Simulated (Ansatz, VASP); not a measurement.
One calculation of H3Os, two programs

```
CELL_PARAMETERS angstrom
3.74998 0.00000 0.00000
-1.87499 3.24757 0.00000
0.00000 0.00000 3.83960
ATOMIC_POSITIONS crystal
H 0.84056 0.68112 0.25000
H 0.15944 0.84056 0.75000
H 0.31888 0.15944 0.25000
H 0.15944 0.31888 0.75000
H 0.84056 0.15944 0.25000
H 0.68112 0.84056 0.75000
Os 0.33333 0.66667 0.25000
Os 0.66667 0.33333 0.75000
```

Alike in both runs: functional PBE; k mesh 12 × 12 × 10; occupations gaussian, width 0.1 eV; no spin polarisation.

Ansatz relaxed the structure, and its values are those at the end. VASP's run is a single point on that final structure, the one shown.

|  | VASP | Ansatz |
| --- | --- | --- |
| version | VASP 6.6.1 | Ansatz 0.2.0 |
| potentials or method | VASP PAW PBE potentials, release 64 (H, Os) | scalar-relativistic, plane waves, PAW |
| plane-wave cutoff (eV) | 520 | 420 |
| valence electrons in the cell | 22 | 38 |

|  | VASP | Ansatz | Ansatz less VASP |
| --- | --- | --- | --- |
| gap on the k mesh at the Fermi level (eV) | none | none | - |
| pressure (GPa) | 0.6 | 0.0 | -0.59 |
| rms of the force components (eV/Å) | 0.003 | 0.000 | -0.0030 |

A gap of «none» marks a metal or a gap that the smearing closes. The functional is the same, so the differences come from potentials, cutoffs and numerics. The two sets of potentials don't hold the same shells in valence.

Spin-orbit coupling is left out, which matters for the levels of Os.
